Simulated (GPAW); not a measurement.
Crystal: ZnS (Wurtzite-4H).

```
Zn S
1.0
     3.82270    0.00000    0.00000
    -1.91135    3.31056    0.00000
     0.00000    0.00000   12.52000
Zn S
4 4
Direct
  0.66667 0.33333 0.75000
  0.33333 0.66667 0.25000
  0.00000 0.00000 0.50000
  0.00000 0.00000 0.00000
  0.66667 0.33333 0.93750
  0.33333 0.66667 0.43750
  0.00000 0.00000 0.68750
  0.00000 0.00000 0.18750
```

Base run:

```yaml
Program: GPAW 26.7.0
Functional: PBE
Potentials_or_basis: GPAW PAW data sets (gpaw-data 1.2.1)
Cutoff: 500 eV
Basis: pw
k_mesh: 7 × 7 × 2
Occupations: fermi-dirac, width 0.05 eV
Spin: no spin polarisation
```

Its results: band gap on the k mesh 2.12 eV, direct; pressure 1.2 GPa; largest force 0.044 eV/Å.

Problem. The run is repeated on the same cell with these changes: functional from PBE to r2SCAN; cutoff from 500 eV to 450 eV. What comes out?

Solution. Band gap on the k mesh 2.69 eV, direct; pressure -1.8 GPa; largest force 0.042 eV/Å.

r2SCAN gives the wider gap, since meta-GGAs in the generalised Kohn-Sham scheme recover part of the derivative discontinuity.

Caveats: the cutoff is short for stress and forces, so pressures can be off by a GPa or more; the PAW data sets were made with another functional, which shifts forces and pressure a little (some runs).

